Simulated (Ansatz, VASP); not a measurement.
SnTe3 in VASP and in Ansatz

Contents of INCAR:

```
ALGO     = Normal         # electronic algorithm
EDIFF    = 1E-6           # SCF threshold, eV
ENCUT    = 520            # plane-wave cutoff, eV
GGA      = PE             # functional
ISIF     = 2              # what is computed and relaxed
ISMEAR   = 0              # smearing method
LASPH    = True           # aspherical terms in the spheres
LCHARG   = False          # write CHGCAR
LREAL    = False          # projectors in reciprocal space
LWAVE    = False          # write WAVECAR
NBANDS   = 24             # bands
NELM     = 100            # most SCF steps
PREC     = Accurate       # precision mode
SIGMA    = 0.4            # smearing width, eV
```

Contents of KPOINTS:

```
k-points
0
Gamma
  5 5 5
```

POSCAR

```
SnTe3
1.0
    0.0000000000      3.8612190000      3.8612190000
    3.8612190000      0.0000000000      3.8612190000
    3.8612190000      3.8612190000      0.0000000000
Sn Te
1 3
Direct
    0.0000000000      0.0000000000      0.0000000000
    0.2500000000      0.2500000000      0.2500000000
    0.7500000000      0.7500000000      0.7500000000
    0.5000000000      0.5000000000      0.5000000000
```

Input for Ansatz:

```yaml
crystal:
  lattice:
    - [0.0, 3.861219, 3.861219]
    - [3.861219, 0.0, 3.861219]
    - [3.861219, 3.861219, 0.0]
  atoms:
    - { symbol: Sn, position: [0.0, 0.0, 0.0] }
    - { symbol: Te, position: [0.25, 0.25, 0.25] }
    - { symbol: Te, position: [0.75, 0.75, 0.75] }
    - { symbol: Te, position: [0.5, 0.5, 0.5] }
basis:
  ecutwfc: 420
kpoints:
  mp_grid: { grid: [5, 5, 5] }
hamiltonian:
  xc: pbe
scf:
  occupations: { method: gaussian, width: 0.4 }
output:
  forces: true
  stress: true
  eigenvalues: true
```

Alike in both runs: task single point; functional PBE; k mesh 5 × 5 × 5; occupations gaussian, width 0.4 eV; no spin polarisation.

```csv
,VASP,Ansatz
version,VASP 6.6.1,Ansatz 0.2.0
potentials or method,"VASP PAW PBE potentials, release 64 (Sn_d, Te)","scalar-relativistic, plane waves, PAW"
plane-wave cutoff (eV),520,420
valence electrons in the cell,32,62
```

```tsv
	VASP	Ansatz	Ansatz less VASP
gap on the k mesh at the Fermi level (eV)	none	none	-
pressure (GPa)	0.3	0.4	+0.06
```

A gap of «none» marks a metal or a gap that the smearing closes. The two sets of potentials don't hold the same shells in valence.

The runs have no spin-orbit coupling, so splittings on Te are missing.
